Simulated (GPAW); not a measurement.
# Al2Cu (Khatyrkite) (I4/mcm) in GPAW: notebook

Runs on Al2Cu (Khatyrkite). Level: PBEsol. Tasks: single point.

Everything below comes from runs of GPAW 26.7.0. Logs are shortened: lines on timing, memory, paths and dates and some standing lists are left out, and cuts for length are marked. The log counts tension as positive stress, the text compression.

**1. The crystal as given**

Symmetry: I4/mcm, No. 140, tetragonal system. The conventional cell has a = 5.824 Å, b = 5.824 Å, c = 5.292 Å, α = 90.00°, β = 90.00°, γ = 90.00°. Cu (site symmetry 422) has 8 Al at 2.56 Å and 2 Cu at 2.65 Å as nearest neighbours. Around Al (site symmetry m2m) lie 4 Cu at 2.56 Å and 1 Al at 2.60 Å.

**2. Single point, PBEsol, 14.96 Å³/atom**

Contents of run.py:

```python
from ase import Atoms
from ase.dft.bandgap import bandgap
from ase.io import write
from ase.units import GPa
from gpaw import GPAW, PW, setup_paths

setup_paths.insert(0, '.')

atoms = Atoms(['Cu', 'Cu', 'Al', 'Al', 'Al', 'Al'],
              cell=[[-2.91216, 2.91216, 2.6459418403],
                    [2.91216, -2.91216, 2.6459418403],
                    [2.91216, 2.91216, -2.6459418403]],
              scaled_positions=[[0.25, 0.25, 0.0],
                                [0.75, 0.75, 0.0],
                                [0.3419, 0.1581, 0.5],
                                [0.8419, 0.3419, 0.1838],
                                [0.6581, 0.8419, 0.5],
                                [0.1581, 0.6581, 0.8162]],
              pbc=True)

calc = GPAW(mode=PW(600),
            xc='PBEsol',
            kpts={'size': (5, 5, 5), 'gamma': True},
            occupations={'name': 'fermi-dirac', 'width': 0.05},
            nbands=35,
            convergence={'density': 1e-05, 'energy': 1e-05},
            maxiter=150,
            txt='gpaw.txt')
atoms.calc = calc
energy = atoms.get_potential_energy()
forces = atoms.get_forces()
stress = atoms.get_stress()
calc.write('gs.gpw')
write('result.traj', atoms)
print(f'Energy: {energy:.6f} eV')
print('Forces (eV/A):')
print(forces.round(4))
print('Stress (GPa):', (stress / GPa).round(3))
print('Fermi level:', round(calc.get_fermi_level(), 4), 'eV')
print(f'Gap: {bandgap(calc)[0]:.4f} eV, direct: {bandgap(calc, direct=True)[0]:.4f} eV')
```

Potentials or basis: PAW data sets generated in the run's folder for this functional, pw.

On the command line:

```
> gpaw-setup -f PBEsol Al Cu
> OMP_NUM_THREADS=1 python run.py
```

gpaw.txt:

```text
__  _  _
 | _ |_)|_||  |
 |__||  | ||/\| - 26.7.0

Input parameters:
  mode=PW(ecut=600.0),
  convergence={'density': 1e-05, 'energy': 1e-05},
  kpts=MonkhorstPack(size=(5, 5, 5), gamma=True),
  maxiter=150,
  nbands=35,
  occupations=Occupations(name='fermi-dirac', width=0.05),
  xc=XC(name='PBEsol')

Diagonalizing LCAO Hamiltonian
Converting LCAO to pw mode

          Cu
         Al    Al

          Cu
             Al
                    Al

Atoms  # Å, Bohr magnetons
|   | symbol |         x |        y |         z |    initial magnetic moments |
|---|--------|-----------|----------|-----------|-----------------------------|
| 0 |     Cu |  0.000000 | 0.000000 |  1.322971 | ( 0.0000,  0.0000,  0.0000) |
| 1 |     Cu |  0.000000 | 0.000000 |  3.968913 | ( 0.0000,  0.0000,  0.0000) |
| 2 |     Al |  0.920825 | 1.991335 |  0.000000 | ( 0.0000,  0.0000,  0.0000) |
| 3 |     Al | -0.920825 | 1.991335 |  2.645942 | ( 0.0000,  0.0000,  0.0000) |
| 4 |     Al |  1.991335 | 0.920825 |  2.645942 | ( 0.0000,  0.0000,  0.0000) |
| 5 |     Al |  3.832985 | 0.920825 | -0.000000 | ( 0.0000,  0.0000,  0.0000) |

Unit cell  # Å
| periodic |         x |         y |         z |  lengths |     angles |
|----------|-----------|-----------|-----------|----------|------------|
|      yes | -2.912160 |  2.912160 |  2.645942 | 4.895136 | 106.987729 |
|      yes |  2.912160 | -2.912160 |  2.645942 | 4.895136 | 106.987729 |
|      yes |  2.912160 |  2.912160 | -2.645942 | 4.895136 | 114.561278 |

Number of symmetries: 8
Symmetry operations  # r_c * U_cc + t_c -> r_c
|   | kind |            matrix            |
|---|------|------------------------------|
| 0 |  C4  |  1, 1, 1,  0, 0,-1, -1, 0, 0 |
| 1 |  E   |  1, 0, 0,  0, 1, 0,  0, 0, 1 |
| 2 |  C2  |  0, 1, 0,  1, 0, 0, -1,-1,-1 |
| 3 |  S4  |  0, 0, 1, -1,-1,-1,  0, 1, 0 |
| 4 |  C4  |  0, 0,-1,  1, 1, 1,  0,-1, 0 |
| 5 |  σ   |  0,-1, 0, -1, 0, 0,  1, 1, 1 |
| 6 |  i   | -1, 0, 0,  0,-1, 0,  0, 0,-1 |
| 7 |  S4  | -1,-1,-1,  0, 0, 1,  1, 0, 0 |

BZ-sampling:
  Number of BZ points: 125
  Number of IBZ points: 21

  Monkhorst-Pack size: [5, 5, 5]
  Monkhorst-Pack shift: [0, 0, 0]

K-points  # in reciprocal-cell coordinates
|     |                                coordinates |     weight |
|-----|--------------------------------------------|------------|
|   0 | (  0.00000000,   0.00000000,   0.00000000) | 0.00800000 |
|   1 | (  0.20000000,  -0.20000000,   0.00000000) | 0.03200000 |
|   2 | (  0.20000000,  -0.20000000,   0.20000000) | 0.03200000 |
|   3 | (  0.20000000,   0.00000000,   0.00000000) | 0.06400000 |
|   4 | (  0.20000000,   0.20000000,  -0.20000000) | 0.01600000 |
|   5 | (  0.40000000,  -0.40000000,  -0.20000000) | 0.03200000 |
|   6 | (  0.40000000,  -0.40000000,   0.00000000) | 0.03200000 |
|   7 | (  0.40000000,  -0.40000000,   0.20000000) | 0.03200000 |
|   8 | (  0.40000000,  -0.40000000,   0.40000000) | 0.03200000 |
|   9 | (  0.40000000,  -0.20000000,  -0.20000000) | 0.06400000 |
| ... |                                            |            |
|  20 | (  0.40000000,   0.40000000,   0.40000000) | 0.06400000 |

Plane wave coefficients: 3014
Cutoff: 600.0 eV

Spin-components: 1 (collinear spins)
Bands:           35
Projectors:      32
Spin-degeneracy: 2
Datatype:        complex128

Parallelization:
  kpt:    1
  domain: 1
  band:   1

Density:
  Valence electrons: 34.0
  Components: 1
  Grid points: [28 28 28]
  Charge: 0.0  # |e|

Potential:
  Grid points: [28 28 28]

species:
  Cu:
    name:    Copper
    Z:       29.0
    valence: 11
    core:    18
    charge:  0.0  # [|e|]
    compensation charges:
      type: gauss
      rc: 0.33  # [Å]
      lmax: 2
    cutoffs:
      filter: 2.06  # [Å]
      core: 2.43  # [Å]
    projectors
    | kind |    occ | energy [eV] | rcut [Å] |
    |------|--------|-------------|----------|
    |   4s |  1.000 |      -4.607 |    1.164 |
    |   4p |  0.000 |      -0.637 |    1.164 |
    |   3d | 10.000 |      -5.060 |    1.058 |
    |    s |        |      22.604 |    1.164 |
    |    p |        |      26.574 |    1.164 |
    |    d |        |      22.151 |    1.058 |

    Using partial waves for Cu as LCAO basis

  Al:
    name:    Aluminium
    Z:       13.0
    valence: 3
    core:    10
    charge:  0.0  # [|e|]
    compensation charges:
      type: gauss
      rc: 0.34  # [Å]
      lmax: 2
    cutoffs:
      filter: 1.91  # [Å]
      core: 2.36  # [Å]
    projectors
    | kind |    occ | energy [eV] | rcut [Å] |
    |------|--------|-------------|----------|
    |   3s |  2.000 |      -7.715 |    1.085 |
    |   3p |  1.000 |      -2.689 |    1.085 |
    |    s |        |      19.497 |    1.085 |
    |    p |        |      24.522 |    1.085 |
    |    d |        |       0.000 |    1.085 |

    Using partial waves for Al as LCAO basis

Reference energy: -116329.471888  # eV

eigensolver:
  PPCG
  Converge bands: occupied
  niter=2

density mixing:
  MSR1-Mixer
  Pratt-step length: 0.05
  Maximum mixing coefficient: 0.75
  Old densities: 10
  SVD Regularization: 0.005
  Good broyden scale: 1.0
  Trust region scale: 1.0
  Backstep threshold: 4.0
  History deletion threshold: 6.0
  Fourier metric: weight=20.0, sigma=0.015

occupation numbers:
  Fermi-Dirac:
    width: 0.0500  # eV

poisson solver:
  ecut: 4800.0  # eV

xc functional:
  name: PBEsol with 2 nearest neighbor stencil

convergence criteria:
[... 6 lines left out ...]
|iter     | |      energy | eigst |  dens |
|---------|-|-------------|-------|-------|
|iter:   1| |  -31.274182 | +0.52 |       |
|iter:   2| |  -27.104165 | -1.23 | -0.68 |
|iter:   3| |  -25.832547 | -1.54 | -0.93 |
|iter:   4| |  -25.603821 | -1.97 | -1.17 |
|iter:   5| |  -25.591863 | -2.91 | -1.51 |
|iter:   6| |  -25.544125 | -3.21 | -1.80 |
|iter:   7| |  -25.533681 | -3.47 | -2.22 |
|iter:   8| |  -25.533625 | -5.54 | -2.96 |
|iter:   9| |  -25.533518c| -5.29 | -3.12 |
|iter:  10| |  -25.533516c| -7.02 | -3.87 |
|iter:  11| |  -25.533513c| -7.27 | -4.12 |
|iter:  12| |  -25.533513c| -7.84c| -5.07c|

Converged in 12 steps
Energy contributions relative to reference atoms: (reference = -116329.471888)

Energy contributions:
  Kinetic:         -20.798706
  Coulomb:          21.175796
  Zero:              0.130614
  External:          0.000000
  Xc:              -26.033956
  Entropy:          -0.014520
  Spinorbit:         0.000000
  ----------------------------
  Free energy:     -25.540773
  Extrapolated:    -25.533513

dipole moment: (-12.876921, -12.876921, 11.699757)  # |e|*Ang

Fermi level: 7.314
Eigenvalues  # (at kpt = [0.000, 0.000, 0.000])
| band index |      eig [eV] | occ [0-2] |
|------------|---------------|-----------|
|          0 |        -3.393 |     2.000 |
|        ... |               |           |
|         10 |         3.883 |     2.000 |
|         11 |         5.006 |     2.000 |
|         12 |         5.006 |     2.000 |
|         13 |         5.298 |     2.000 |
|         14 |         5.779 |     2.000 |
|         15 |         5.911 |     2.000 |
[... 8 lines left out ...]
|         24 |        13.843 |     0.000 |
|         25 |        14.304 |     0.000 |
|        ... |               |           |
|         34 |        23.799 |     0.000 |

No gap
No difference between direct/indirect transitions

Forces  # eV/Ang
|        x |        y |        z |
|----------|----------|----------|
| -0.00000 |  0.00000 |  0.00000 |  # Cu   0
| -0.00000 |  0.00000 | -0.00000 |  # Cu   1
|  0.40280 | -0.40280 |  0.00000 |  # Al   2
| -0.40280 | -0.40280 |  0.00000 |  # Al   3
| -0.40280 |  0.40280 | -0.00000 |  # Al   4
|  0.40280 |  0.40280 | -0.00000 |  # Al   5

Stress tensor  # eV/Ang^3
|         x |         y |        z |
|-----------|-----------|----------|
| -0.010351 |  0.000000 | 0.000000 |
|  0.000000 | -0.010351 | 0.000000 |
|  0.000000 |  0.000000 | 0.052801 |

# Writing to gs.gpw (mode='')
```

Wall time 22 s (1 thread of AMD EPYC 9R45 (Zen 5), shared host); peak memory 0.21 GiB.

What came out:

```
Free energy            : -25.5408 eV
Pressure               : -1.7 GPa
Largest force          : 0.570 eV/Å
Band gap on the k mesh : none (metal or under the smearing width)
```

Caveat: with this Cu data set, volumes or pressures lay over 1.5 % or 2 GPa off other programs in two to four cells of ten; the density grid can change from cell to cell, which puts small steps into energies and stress.

**3. Single point, PBEsol, 14.96 Å³/atom**

Changes to run.py since step 2:

```diff
@@ -9,5 +9,5 @@
 atoms = Atoms(['Cu', 'Cu', 'Al', 'Al', 'Al', 'Al'],
-              cell=[[-2.91216, 2.91216, 2.6459418403],
-                    [2.91216, -2.91216, 2.6459418403],
-                    [2.91216, 2.91216, -2.6459418403]],
+              cell=[[-2.97283, 2.97283, 2.5390462307],
+                    [2.97283, -2.97283, 2.5390462307],
+                    [2.97283, 2.97283, -2.5390462307]],
               scaled_positions=[[0.25, 0.25, 0.0],
```

Potentials or basis: PAW data sets generated in the run's folder for this functional, pw.

On the command line:

```
> gpaw-setup -f PBEsol Al Cu
> OMP_NUM_THREADS=1 python run.py
```

It took 23 s on 1 thread of AMD EPYC 9R45 (Zen 5), shared host; peak memory 0.21 GiB.

The run converged. Its results:

```
Free energy            : -25.6549 eV
Pressure               : -2.4 GPa
Largest force          : 0.259 eV/Å
Band gap on the k mesh : none (metal or under the smearing width)
```

Caveat: with this Cu data set, volumes or pressures lay over 1.5 % or 2 GPa off other programs in two to four cells of ten; the density grid can change from cell to cell, which puts small steps into energies and stress.
